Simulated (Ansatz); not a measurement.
**Co: the order of phases at one pressure, part 1 of 3**

Which of hcp, simple hexagonal, diamond, omega has the lowest enthalpy for Co at one common pressure? The runs shown use LAPW. Companion runs by PAW are cited.

Program: Ansatz 0.2.0. Level of theory: DFT, PBE, all-electron LAPW, scalar-relativistic. These are calculated values, not measurements.

## (1) The system as given

Symmetry: P6_3/mmc, No. 194, hexagonal system. Conventional cell: a = 2.332 Å, b = 2.332 Å, c = 3.763 Å, α = 90.00°, β = 90.00°, γ = 120.00°. Around Co (site symmetry -6m2) lie 12 Co at 2.31 to 2.33 Å.

Structure file:

```cif
data_structure
_symmetry_space_group_name_H-M 'P6_3/mmc'
_symmetry_Int_Tables_number 194
_cell_length_a 2.3317
_cell_length_b 2.3317
_cell_length_c 3.7635
_cell_angle_alpha 90.000
_cell_angle_beta 90.000
_cell_angle_gamma 120.000
_cell_volume 17.72
loop_
_atom_site_label
_atom_site_type_symbol
_atom_site_symmetry_multiplicity
_atom_site_Wyckoff_symbol
_atom_site_fract_x
_atom_site_fract_y
_atom_site_fract_z
_atom_site_occupancy
Co1 Co 2 c 0.33333 0.66667 0.25000 1
```

The file gives the conventional cell by its symmetry; the runs use the cell typed in the input.

Atoms are numbered in the order of the input: Co1, Co2.

## (2) Hcp relaxed under pressure, LAPW

Input file input.yaml:

```yaml
crystal:
  lattice:
    - [2.3316598178, 0.0, 0.0]
    - [-1.1658299089, 2.0192766352, 0.0]
    - [0.0, 0.0, 3.7634627754]
  atoms:
    - { symbol: Co, position: [0.3333333333, 0.6666666667, 0.25], spin: 1.7 }
    - { symbol: Co, position: [0.6666666667, 0.3333333333, 0.75], spin: 1.7 }
magnetization:
  spin_polarized: true
kpoints:
  mp_grid: { grid: [19, 19, 10] }
scf:
  occupations: { method: fermi_dirac, width: 0.05 }
hamiltonian:
  xc: pbe
  pseudopotentials: { kind: all_electron, lapw: { basis_error: 0.0005 } }
output:
  forces: true
  stress: true
  eigenvalues: true
relax:
  f_tol: 0.005
  max_steps: 12
  cell: { p_target: 70.0, stress_tol: 0.035 }
```

The run is started by

```console
> ansatz run input.yaml --threads 2 --pin off --max-ram 7168MiB --backend cpu --events-out ev --progress --plain --runs-dir out
```

Output:

```text
The last accepted step is kept in <dir> (removed where the run ends without a failure and the disk answers)
LAPW: plane waves up to 10.511 Å⁻¹, error target 5.0e-4 eV per atom; small_component_spin mean_spin; Co in spheres of 1.122 Å, 17 of its electrons in bands, Dirac shells []
Engine: ansatz 0.2.0
Pseudopotentials: kind: all_electron
Pseudopotential: Co, LAPW, valence charge 17, Koelling and Harmon's equation, gaussian nucleus
Functional definition: PBE
  parameter kappa = 0.804
  parameter beta = 0.06672455060314922
  exchange = pbe_x(kappa = kappa, mu = beta*pi^2/3)
  correlation = pbe_c(beta = beta)
Crystal: 2 atoms, lattice volume = 17.719 Å³
Basis set: ecut = 420.96109536473057 eV, 337 PW (Γ), exchange–correlation at level 2
Bands: 23, of which v1, the nominal top of the filled ones, is band 17 counted from 1 (16 counted from 0)
Symmetry: 24 space group operations
Space group: P63/mmc (ITA 194), of the structure as read, at distance tolerance 2.6e-5 Å
Magnetic group: BNS 194.263 (UNI 1493), of the structure as read, at distance tolerance 2.6e-5 Å
k-points: 240 of 3610
Non-local potential: Co, projectors of the file, none
Initial density: superposition of atomic densities (chi_scale 0.1, normalization cell)
Starting moments: Σ|m| = 3.4 μB on 2 of 2 sites
Initial wavefunctions: plane waves of lowest kinetic energy (no species holds an atomic orbital)
Functional: x = pbe(κ = 0.804, μ = 0.2195149727645171), c = pbe(β = 0.06672455060314922)
iter 1 solved again at ethr=5.05e-5 eV; its pass at ethr=1.00e-1 eV (dr2=1.72e-2 eV) is discarded
SCF iter   1: F=—  HF=-75834.280767 eV  |F-HF|=—  |Δ(HF+E_count)|=         —  Δρ=1.80e-2 (↑1.68e-2 ↓1.80e-2)  dr2=1.74e-2  dr2_m=4.02e-2  M=2.845 μB ∫|m|=2.920 μB  β_m=0.30  ethr=5.05e-5  ⟨swp⟩=3.1  Hψ=84417  notcnv=0
Mixer restart at iter 1: flushing history
preconditioner: auto → none  [metal: Δε(μ)=0.007 eV  Ē_g=11.462 eV  σ=0.050 eV  W_gap=0.04  n_scr=2 (ndim 8)  ℏωp=37.4 eV  f_vac=0.000  D(μ)=1.95/eV (n_scr^D=22)  sad-step TF]
SCF iter   2: F=—  HF=-75834.360495 eV  |F-HF|=—  |Δ(HF+E_count)|=         —  Δρ=1.21e-2 (↑1.08e-2 ↓1.21e-2)  dr2=8.52e-3  dr2_m=1.82e-2  M=2.865 μB ∫|m|=2.970 μB  β_m=0.30  ethr=5.05e-5  ⟨swp⟩=2.5  Hψ=32422  notcnv=0
Mixer restart at iter 2: flushing history
SCF iter   3: F=—  HF=-75834.398876 eV  |F-HF|=—  |Δ(HF+E_count)|=   3.84e-2  Δρ=8.85e-3 (↑7.81e-3 ↓8.85e-3)  dr2=3.84e-3  dr2_m=9.79e-3  M=2.855 μB ∫|m|=2.984 μB  β_m=0.65  ethr=2.50e-5  ⟨swp⟩=2.2  Hψ=30968  notcnv=0
iter 4 solved again at ethr=3.01e-7 eV; its pass at ethr=1.13e-5 eV (dr2=1.02e-4 eV) is discarded
SCF iter   4: F=—  HF=-75834.449335 eV  |F-HF|=—  |Δ(HF+E_count)|=   5.05e-2  Δρ=1.40e-3 (↑4.29e-4 ↓1.40e-3)  dr2=1.02e-4  dr2_m=1.29e-4  M=2.839 μB ∫|m|=3.047 μB  β_m=0.82  ethr=3.01e-7  ⟨swp⟩=2.0  Hψ=57702  notcnv=0
SCF iter   5: F=—  HF=-75834.450659 eV  |F-HF|=—  |Δ(HF+E_count)|=   1.32e-3  Δρ=1.29e-3 (↑1.29e-3 ↓6.60e-4)  dr2=5.19e-5  dr2_m=1.44e-4  M=2.859 μB ∫|m|=3.076 μB  β_m=0.64  ethr=3.00e-7  ⟨swp⟩=3.0  Hψ=34782  notcnv=0
SCF iter   6: F=—  HF=-75834.449947 eV  |F-HF|=—  |Δ(HF+E_count)|=   7.12e-4  Δρ=6.94e-4 (↑6.94e-4 ↓6.11e-4)  dr2=7.77e-6  dr2_m=6.49e-5  M=2.866 μB ∫|m|=3.089 μB  β_m=0.71  ethr=1.53e-7  ⟨swp⟩=3.0  Hψ=33534  notcnv=0
SCF iter   7: F=—  HF=-75834.449997 eV  |F-HF|=—  |Δ(HF+E_count)|=   4.95e-5  Δρ=9.71e-5 (↑9.71e-5 ↓8.41e-5)  dr2=1.45e-7  dr2_m=1.25e-6  M=2.863 μB ∫|m|=3.088 μB  β_m=0.76  ethr=2.28e-8  ⟨swp⟩=3.0  Hψ=32130  notcnv=0
SCF iter   8: F=—  HF=-75834.449998 eV  |F-HF|=—  |Δ(HF+E_count)|=   5.07e-7  Δρ=4.55e-6 (↑4.55e-6 ↓4.43e-6)  dr2=3.74e-10  dr2_m=3.04e-9  M=2.863 μB ∫|m|=3.088 μB  β_m=0.85  ethr=4.27e-10  ⟨swp⟩=3.0  Hψ=33601  notcnv=0
SCF iter   9: F=-75834.449998 eV  HF=-75834.449998 eV  |F-HF|=1.14e-9  |Δ(HF+E_count)|=   1.88e-9  Δρ=9.37e-7 (↑7.20e-7 ↓9.37e-7)  dr2=8.82e-11  dr2_m=6.66e-11  M=2.863 μB ∫|m|=3.088 μB  ethr=1.25e-12 (applied; sched 1.10e-12)  ⟨swp⟩=3.0  Hψ=34953  notcnv=0
SCF 1 converged in 9 iterations: F = -75834.449998 eV  dr2 = 8.82e-11
relax step   1: F+E_penalty+E_count = -75834.44999752 eV  Δ(F+E_penalty+E_count) = +0.000e0 eV  max|allowed force component| = 3.701e-17 eV/Å  Δτ_max = 0.0000 Å  P = +69.855 GPa  Ω = 17.719 Å³  (9 SCF iters, accepted)
Crystal: 2 atoms, lattice volume = 17.716 Å³
Basis set: ecut = 421.0108904688285 eV, 337 PW (Γ), exchange–correlation at level 2
Initial density: handed on by an earlier stage of this run
Starting moments: Σ|m| = 3.4 μB on 2 of 2 sites; this step starts from the density that it was given
Initial wavefunctions: those handed on with the density
iter 1 solved again at ethr=1.05e-11 eV; its pass at ethr=1.00e-1 eV (dr2=3.58e-9 eV) is discarded
SCF iter   1: F=—  HF=-75834.448626 eV  |F-HF|=—  |Δ(HF+E_count)|=         —  Δρ=2.15e-5 (↑2.15e-5 ↓2.03e-5)  dr2=5.62e-10  dr2_m=7.05e-8  M=2.862 μB ∫|m|=3.087 μB  β_m=0.65  ethr=1.05e-11  ⟨swp⟩=5.1  Hψ=68626  notcnv=0
preconditioner: auto → none  [metal: Δε(μ)=0.002 eV  Ē_g=11.347 eV  σ=0.050 eV  W_gap=0.01  n_scr=2 (ndim 8)  ℏωp=37.4 eV  f_vac=0.000  D(μ)=1.82/eV (n_scr^D=22)]
iter 2 solved again at ethr=1.00e-12 eV; its pass at ethr=1.65e-12 eV (dr2=4.00e-11 eV) is discarded
SCF iter   2: F=—  HF=-75834.448626 eV  |F-HF|=—  |Δ(HF+E_count)|=   3.40e-8  Δρ=8.50e-6 (↑8.21e-6 ↓8.50e-6)  dr2=3.99e-11  dr2_m=1.13e-8  M=2.862 μB ∫|m|=3.087 μB  β_m=0.65  ethr=1.00e-12  ⟨swp⟩=2.0  Hψ=54591  notcnv=0
SCF iter   3: F=-75834.448626 eV  HF=-75834.448626 eV  |F-HF|=3.47e-8  |Δ(HF+E_count)|=   1.59e-9  Δρ=2.65e-6 (↑2.65e-6 ↓1.19e-6)  dr2=8.77e-10  dr2_m=2.11e-10  M=2.862 μB ∫|m|=3.087 μB  ethr=1.25e-12 (applied; sched 1.00e-12)  ⟨swp⟩=3.0  Hψ=34602  notcnv=0
SCF 2 converged in 3 iterations: F = -75834.448626 eV  dr2 = 8.77e-10
relax step   2: F+E_penalty+E_count = -75834.44862607 eV  Δ(F+E_penalty+E_count) = +1.371e-3 eV  max|allowed force component| = 5.551e-17 eV/Å  Δτ_max = 0.0000 Å  P = +69.940 GPa  Ω = 17.716 Å³  (3 SCF iters, accepted)
Crystal: 2 atoms, lattice volume = 17.714 Å³
Basis set: ecut = 421.04554949322875 eV, 337 PW (Γ), exchange–correlation at level 2
iter 1 solved again at ethr=9.73e-12 eV; its pass at ethr=1.00e-1 eV (dr2=3.31e-9 eV) is discarded
SCF iter   1: F=—  HF=-75834.447671 eV  |F-HF|=—  |Δ(HF+E_count)|=         —  Δρ=1.73e-5 (↑1.73e-5 ↓1.53e-5)  dr2=8.65e-10  dr2_m=4.28e-8  M=2.862 μB ∫|m|=3.086 μB  β_m=0.65  ethr=9.73e-12  ⟨swp⟩=5.0  Hψ=65795  notcnv=0
preconditioner: auto → none  [metal: Δε(μ)=0.002 eV  Ē_g=11.348 eV  σ=0.050 eV  W_gap=0.01  n_scr=2 (ndim 8)  ℏωp=37.4 eV  f_vac=0.000  D(μ)=1.82/eV (n_scr^D=22)]
SCF iter   2: F=—  HF=-75834.447671 eV  |F-HF|=—  |Δ(HF+E_count)|=   1.77e-8  Δρ=6.10e-6 (↑5.20e-6 ↓6.10e-6)  dr2=1.87e-10  dr2_m=5.12e-9  M=2.862 μB ∫|m|=3.086 μB  β_m=0.62  ethr=2.55e-12  ⟨swp⟩=3.0  Hψ=35022  notcnv=0
SCF iter   3: F=—  HF=-75834.447671 eV  |F-HF|=—  |Δ(HF+E_count)|=   9.11e-9  Δρ=4.12e-6 (↑4.12e-6 ↓2.02e-6)  dr2=1.99e-9  dr2_m=6.30e-10  M=2.862 μB ∫|m|=3.086 μB  β_m=0.54  ethr=1.28e-12 (applied; sched 1.00e-12)  ⟨swp⟩=3.0  Hψ=35152  notcnv=0
SCF iter   4: F=-75834.447671 eV  HF=-75834.447671 eV  |F-HF|=1.16e-10  |Δ(HF+E_count)|=   1.76e-8  Δρ=2.21e-7 (↑1.55e-7 ↓2.21e-7)  dr2=7.34e-13  dr2_m=5.57e-12  M=2.862 μB ∫|m|=3.086 μB  ethr=1.25e-12 (applied; sched 1.00e-12)  ⟨swp⟩=3.0  Hψ=34899  notcnv=0
SCF 3 converged in 4 iterations: F = -75834.447671 eV  dr2 = 7.34e-13
relax step   3: F+E_penalty+E_count = -75834.44767077 eV  Δ(F+E_penalty+E_count) = +9.553e-4 eV  max|allowed force component| = 6.939e-17 eV/Å  Δτ_max = 0.0000 Å  P = +70.001 GPa  Ω = 17.714 Å³  (4 SCF iters, accepted)
iter 1 solved again at ethr=1.00e-12 eV; its pass at ethr=1.00e-1 eV (dr2=7.42e-13 eV) is discarded
SCF iter   1: F=—  HF=-75834.447671 eV  |F-HF|=—  |Δ(HF+E_count)|=         —  Δρ=2.22e-7 (↑1.54e-7 ↓2.22e-7)  dr2=7.41e-13  dr2_m=5.57e-12  M=2.862 μB ∫|m|=3.086 μB  β_m=0.65  ethr=1.00e-12  ⟨swp⟩=3.0  Hψ=52693  notcnv=0
SCF iter   2: F=—  HF=-75834.447671 eV  |F-HF|=—  |Δ(HF+E_count)|=  1.46e-11  Δρ=1.68e-7 (↑1.68e-7 ↓1.23e-7)  dr2=2.07e-13  dr2_m=3.44e-12  M=2.862 μB ∫|m|=3.086 μB  β_m=0.65  ethr=1.07e-12 (applied; sched 1.00e-12)  ⟨swp⟩=2.0  Hψ=30426  notcnv=0
SCF iter   3: F=-75834.447671 eV  HF=-75834.447671 eV  |F-HF|=1.46e-11  |Δ(HF+E_count)|=  5.82e-11  Δρ=1.18e-7 (↑4.25e-8 ↓1.18e-7)  dr2=4.52e-13  dr2_m=1.04e-12  M=2.862 μB ∫|m|=3.086 μB  ethr=1.05e-12 (applied; sched 1.00e-12)  ⟨swp⟩=2.0  Hψ=30424  notcnv=0
SCF 4 converged in 3 iterations: F = -75834.447671 eV  dr2 = 4.52e-13
relax step   4: F+E_penalty+E_count = -75834.44767077 eV  Δ(F+E_penalty+E_count) = +2.256e-9 eV  max|allowed force component| = 7.401e-17 eV/Å  Δτ_max = 0.0000 Å  P = +70.001 GPa  Ω = 17.714 Å³  stress off target by 1.61e-3 GPa  SCF on the basis re-selected at this cell (its energy is not comparable with the rows above)  (3 SCF iters)
basis re-selected at this cell: Δ(F+E_penalty+E_count) = +2.256e-9 eV, ΔP = -0.000 GPa vs the last step (what re-selecting the basis moved, after the strain that the cell walked since its last selection, with what the two solves' SCF thresholds leave and, on support functions, any second-order correction that the steps lacked; it is no measure of the basis error at this ecutwfc). This SCF's stress stands 1.61e-3 GPa from its target on what of the cell is left free (relax.cell.stress_tol is 3.50e-2 GPa) and its largest allowed force component is 7.40e-17 eV/Å (relax.f_tol is 5.00e-3 eV/Å): within both
SCF converged after 3 iterations
Magnetization: 2.8618 μB (18.4309 up, 15.5691 down)
Absolute magnetization: 3.0862 μB (∫|ρ↑−ρ↓|)
Spin contamination: 0.0321 ħ² per cell (⟨S²⟩ above its minimum at these occupations)
Per-site moments (μB) at R_I (Å): [(1.4791098825422946, 1.1220233249677296), (1.4791098825422946, 1.1220233249677296)]
Free energy (F): -75834.447671 eV
Harris-Foulkes:  -75834.447671 eV  (|F-HF|=1.46e-11)
Internal energy: -75834.431746 eV  (E = F + TS)
E sigma→0 (E₀):  -75834.439708 eV
Entropy (-TS):   -0.015925 eV (-7.963 meV/atom)
Fermi energy:    24.192498 eV
--- Per-component energies (eV) ---
  E_band       = -310.976644
  E_kinetic    = 76985.469100
  E_xc         = -3254.383281
  E_electrostatic = -149565.517565  (all electrons and nuclei)
  E_smearing   = -0.015925  (= −TS)
  E_closure    = 0.000000  (closes the sum)
  E_atoms      = -75818.578525  (free atoms, spherical and without spin; not in F)
  Σ components = -75834.447671   (vs F -75834.447671, Δ=0.00e0)
  Basis errors (estimates in eV, not in F): energy 1.1e-4 per atom: plane waves 1.1e-4 (5.7e-5 summed), levels above the bands 1.8e-107, relativity 7.1e-9, radial functions 4.6e-6, core shells 2.3e-8; eigenvalues (radial functions only) 5.2e-7; not estimated: angular momenta, meshes, grids; target (lapw.basis_error) 5.0e-4; muffin-tin radii Co 1.122 Å
--- Forces (eV/Å), atoms counted from 1 ---
  atom   1  Co    -0.00000000     0.00000000     0.00000000
  atom   2  Co     0.00000000    -0.00000000    -0.00000000
  max |Σ_I F_I| component: 0.00e0 eV/Å
--- Stress (GPa, compression-positive) ---
       70.001606      -0.000000      -0.000000
       -0.000000      70.001606       0.000000
       -0.000000       0.000000      70.000985
  P = ⅓ Tr σ = 70.0014 GPa (700.014 kbar)
--- Band table (eV; the first three rows and the last of 480) ---
  k-point 0 ↑: bands = ["-71.9611", "-71.8239", "-35.5142", "-34.9421", "-34.9421", "-34.8486", "-34.8486", "-34.8433", "13.9735", "17.9607", "21.2790", "21.2901", "21.2901", "21.7379", "21.7379", "22.2153", "22.2153", "23.7405", "23.7405", "24.0101", "32.5979", "47.5779", "51.3024"]
  k-point 1 ↑: bands = ["-71.9578", "-71.8273", "-35.4982", "-34.9398", "-34.9398", "-34.8601", "-34.8509", "-34.8509", "14.0926", "17.9529", "21.2411", "21.2509", "21.2509", "21.6980", "21.6980", "22.3053", "22.3053", "23.5953", "23.7357", "23.7357", "33.2120", "47.4976", "50.9763"]
  k-point 2 ↑: bands = ["-71.9481", "-71.8371", "-35.4515", "-34.9332", "-34.9332", "-34.9088", "-34.8575", "-34.8575", "14.4433", "17.8999", "21.1362", "21.1783", "21.1783", "21.5920", "21.5920", "22.5248", "22.5248", "22.6600", "23.7108", "23.7108", "34.7686", "47.1963", "49.6089"]
  k-point 239 ↓: bands = ["-69.9574", "-69.9574", "-33.6069", "-33.6069", "-33.4476", "-33.4476", "-33.1620", "-33.1620", "20.4711", "20.4711", "20.9434", "20.9434", "21.8635", "21.8635", "23.7849", "23.7849", "25.5119", "25.5119", "31.5159", "31.5159", "34.0639", "34.0639", "36.9102"]
--- Relaxed structure (3 steps of the walk, 3 accepted, 1 SCFs on fresh bases) ---
  F+E_penalty+E_count = -75834.44767077 eV   max|allowed force component| = 7.401e-17 eV/Å   (the final SCF, on the basis selected at the relaxed cell)
  cell:  # Å, volume = 17.7141 Å³
    - [2.3314106832661503, -9.258371393102733e-34, 0.0]
    - [-1.1657053416330752, 2.019060878362922, 0.0]
    - [0.0, 0.0, 3.7631346364521168]
  atoms:
    - { symbol: Co, position: [0.3333333333333333, 0.6666666666666666, 0.25] }
    - { symbol: Co, position: [0.6666666666666666, 0.3333333333333333, 0.7499999999999999] }
```

It took 2.4 min on 2 threads of Arm Neoverse V2, shared host; peak memory 1.2 GiB.

The steps of the relaxation:

```
step  energy from step 1 (eV/cell)  largest force component (eV/Å)  pressure (GPa)  volume (Å³)
   1                        0.0000                          0.0000           69.85        17.72
   2                        0.0014                          0.0000           69.94        17.72
   3                        0.0023                          0.0000           70.00        17.71
   4                        0.0023                          0.0000           70.00        17.71
```

Step 1 is the start. Step 4 repeats the geometry before on a plane-wave basis chosen anew for that cell, so the energy can jump there without any move; the table keeps such jumps.

| input's cell | before | after | change |
| --- | --- | --- | --- |
| a (Å) | 2.332 | 2.331 | -0.0 % |
| b (Å) | 2.332 | 2.331 | -0.0 % |
| c (Å) | 3.763 | 3.763 | -0.0 % |
| volume (Å³/atom) | 8.86 | 8.86 | -0.0 % |

Read from it: pressure 70.00 GPa; no gap; spin moments Co1 1.48 μB.

(Continued in part 2 of 3.)
